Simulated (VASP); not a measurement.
Os:

```
Os
1.0
     0.00000    3.05345    3.05345
     3.05345    0.00000    3.05345
     3.05345    3.05345    0.00000
Os
2
Direct
  0.00000 0.00000 0.00000
  0.25000 0.25000 0.25000
```

This isn't the form of Os at room conditions, which is hcp.

The cell isn't the ideal one: cell and atoms relaxed from a first guess.

| Quantity | Value |
| --- | --- |
| Program | VASP 6.6.1 |
| Task | relaxation of cell and atoms |
| Functional | PBE |
| Potentials or basis | VASP PAW PBE potentials, release 64 (Os) |
| Cutoff | 600 eV |
| k mesh | 10 × 10 × 10 |
| Occupations | fermi-dirac, width 0.08 eV |
| Spin | no spin polarisation |

At the start: pressure -29.8 GPa; volume 28.47 Å³/atom.

Task: Where does the relaxation end?

Result: Over 18 steps the energy falls by 879.5 meV/atom and the volume is 21.34 Å³/atom (-25.1 %); space group Fd-3m (No. 227, to 0.05 Å).

The path:
| step | energy change (eV) | largest force (eV/Å) | pressure (GPa) | volume (Å³) |
| --- | --- | --- | --- | --- |
| 1 | 0.0000 | 0.0000 | -29.76 | 56.94 |
| 2 | 13.4789 | 0.0000 | 417.34 | 23.53 |
| 3 | -1.6365 | 0.0000 | -12.05 | 45.72 |
| 4 | -1.7224 | 0.0000 | -7.01 | 44.29 |
| 5 | -1.7588 | 0.0000 | 0.64 | 42.54 |
| 6 | -1.7588 | 0.0000 | -0.64 | 42.80 |
| 7 | -1.7588 | 0.0000 | -0.59 | 42.79 |
| 8 | -1.7589 | 0.0000 | -0.50 | 42.77 |
| 9 | -1.7589 | 0.0000 | -0.48 | 42.77 |
| 10 | -1.7589 | 0.0000 | -0.47 | 42.77 |
| 11 | -1.7589 | 0.0000 | -0.47 | 42.77 |
| 12 | -1.7589 | 0.0000 | -0.47 | 42.76 |
| 13 | -1.7589 | 0.0000 | -0.42 | 42.76 |
| 14 | -1.7589 | 0.0000 | -0.36 | 42.75 |
| 15 | -1.7590 | 0.0000 | -0.26 | 42.72 |
| 16 | -1.7590 | 0.0000 | -0.04 | 42.68 |
| 17 | -1.7590 | 0.0000 | 0.19 | 42.67 |
| 18 | -1.7590 | 0.0000 | -0.01 | 42.67 |

Final structure:
```
Os
1.0
     0.00000    2.77361    2.77361
     2.77361    0.00000    2.77361
     2.77361    2.77361    0.00000
Os
2
Direct
  0.00000 0.00000 0.00000
  0.25000 0.25000 0.25000
```

Caveat: the volume moved by over 15 % at a fixed basis, so the end points are rough.
